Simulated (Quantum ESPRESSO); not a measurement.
# GaN in Quantum ESPRESSO: the effect of target pressure

The system is GaN.

```
CELL_PARAMETERS angstrom
0.00000 2.25350 2.25350
2.25350 0.00000 2.25350
2.25350 2.25350 0.00000
ATOMIC_POSITIONS crystal
Ga 0.00000 0.00000 0.00000
N 0.25000 0.25000 0.25000
```

The cell is a database's computed one.

Alike in all runs:

```yaml
Program: Quantum ESPRESSO 7.5
Task: relaxation of cell and atoms
Functional: PBE
Potentials_or_basis: SSSP 1.3 efficiency PBE
Cutoff: 1088 eV
Density_cutoff: 8762 eV
k_mesh: 10 × 10 × 10
Occupations: fermi-dirac, width 0.05 eV
Spin: no spin polarisation
```

Each run relaxes the cell or the atoms first.

```tsv
target pressure	relaxed volume (Å³/atom)	gap on the mesh (eV)
0 GPa	?	?
2 GPa	11.63	1.65
5 GPa	11.45	1.75
10 GPa	11.17	1.91
20 GPa	10.71	2.18
30 GPa	10.32	2.42
```

Q: What does the run with target pressure 0 GPa give?

A: Relaxed volume 11.76 Å³/atom; gap on the mesh 1.57 eV.

Worked out: In Murnaghan's law V^(-B') rises as a straight line in P. The other rows fit best with B' = 3.9, V0 = 11.76 Å³/atom and B0 = 176 GPa, which gives 11.76 Å³/atom at 0 GPa, against the run's 11.76. A parabola through the other rows of the gap on the mesh, of slope 0.0343 eV per GPa there, extrapolates to 1.58 eV, against the run's 1.57.

